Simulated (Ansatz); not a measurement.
Relaxation of AlNi

Method: DFT PBEsol, scalar-relativistic, plane waves, PAW (Ansatz). (420 eV cutoff, 14×14×14 k-mesh, Gaussian smearing of 0.10 eV, no spin polarisation)

What was changed: relaxed at 25 GPa.

Other phases may be more stable at this pressure.

Command:

```bash
ansatz run input.yaml --threads 1 --pin off --max-ram 2560MiB --backend cpu --events-out ev --progress --plain --runs-dir out
```

Input:

```yaml
crystal:
  lattice:
    - [2.7531365065, 0.0, 0.0]
    - [0.0, 2.7531365065, 0.0]
    - [0.0, 0.0, 2.7531365065]
  atoms:
    - { symbol: Al, position: [0.5, 0.5, 0.5] }
    - { symbol: Ni, position: [0.0, 0.0, 0.0] }
basis:
  ecutwfc: 420
kpoints:
  mp_grid: { grid: [14, 14, 14] }
hamiltonian:
  xc: pbesol
scf:
  occupations: { method: gaussian, width: 0.1 }
output:
  forces: true
  stress: true
  eigenvalues: true
relax:
  adjacent_minimum: "off"
  f_tol: 0.008
  max_steps: 50
  cell: { stress_tol: 0.08, p_target: 25.0 }
```

F is the free energy. Steps run on the plane waves of an earlier cell, but the last one, and at times one on the way, on a freshly chosen basis, so a repeated geometry can differ a little in energy. The relaxation lowers the enthalpy F + PV at the target pressure, so F itself can rise.

Steps:

```tsv
step	F − F(1) (eV)	largest force component (eV/Å)	V (Å³/atom)	P (GPa)
1	0.0000	0.000	10.434	25.99
2	-0.0072	0.000	10.456	25.39
3	-0.0118	0.000	10.471	25.00
4	-0.0118	0.000	10.471	25.00
```

Relaxed structure:

```yaml
crystal:
  lattice:
    - [2.75640, 0.00000, 0.00000]
    - [0.00000, 2.75640, 0.00000]
    - [0.00000, 0.00000, 2.75640]
  atoms:
    - { symbol: Al, position: [0.50000, 0.50000, 0.50000] }
    - { symbol: Ni, position: [0.00000, 0.00000, 0.00000] }
```

Symmetry: Pm-3m, No. 221, cubic system. Conventional cell: a = 2.756 Å, b = 2.756 Å, c = 2.756 Å, α = 90.00°, β = 90.00°, γ = 90.00°. Around Al (site symmetry m-3m) lie 8 Ni at 2.39 Å. Ni (site symmetry m-3m) has 8 Al at 2.39 Å as nearest neighbours.

The run converged. Time: 12 s on 1 thread of Intel(R) Xeon(R) Platinum 8259CL CPU @ 2.50GHz (Skylake/Cascade Lake) (shared host), peak memory 0.4 GiB.